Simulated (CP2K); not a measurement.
Runs of CP2K 2026.2 on MoS2. It takes space group R-3m (No. 166, trigonal). Conventional cell: a = 3.171 Å, b = 3.171 Å, c = 18.345 Å, α = 90.00°, β = 90.00°, γ = 120.00°. Around Mo (site symmetry -3m) lie 6 S at 2.39 Å. S (site symmetry 3m) is surrounded by 3 Mo at 2.39 Å. Measurements of this composition are mostly on another form, of space group No. 194.

```tsv
task	level	potentials or basis	cell	smearing	EPS_DEFAULT	NGRIDS	points a segment of the path (NPOINTS)	bands added on the path	gap on the mesh (eV)	pressure (GPa)	largest force (eV/Å)
single point	PBEsol	POTENTIAL_UZH Mo GTH-PBE-q14, S GTH-PBE-q6; TZVP-MOLOPT-PBE-GTH basis	as given	fermi-dirac 0.05 eV	1.0E-10	4	-	-	none	5.1	1.02
band structure	LDA	GTH_POTENTIALS Mo GTH-PADE-q14, S GTH-PADE-q6; TZVP-MOLOPT-PBE-GTH basis	as given	fermi-dirac 0.1 eV	1.0E-10	5	10	6	none	(a)	0.84
single point	PBEsol	POTENTIAL_UZH Mo GTH-PBE-q14, S GTH-PBE-q6; TZVP-MOLOPT-PBE-GTH basis	atoms moved at random, drawn with an rms of 0.05 Å	fermi-dirac 0.05 eV	1.0E-10	5	-	-	none	6.1	1.63
band structure	PBEsol	POTENTIAL_UZH Mo GTH-PBE-q14, S GTH-PBE-q6; TZVP-MOLOPT-PBE-GTH basis	as given	fermi-dirac 0.0259 eV	1.0E-9	5	10	2	none	5.1	1.02
```

Alike in all rows: no spin polarisation; k mesh 10 × 10 × 10.

**Question.** Fill in the values left out.

**Answer.** (a) 1.4.

Caveats: the cell's inner coordinates are idealised or old, which leaves forces on the atoms; the basis of atomic orbitals isn't converged, which shifts pressures, moduli and gaps; the potentials were made for another functional, which shifts forces and pressure (some runs).

A k mesh can miss the band edges, and the runs leave out spin-orbit coupling on Mo.

A gap of «none» marks a metal or a gap under the smearing width.
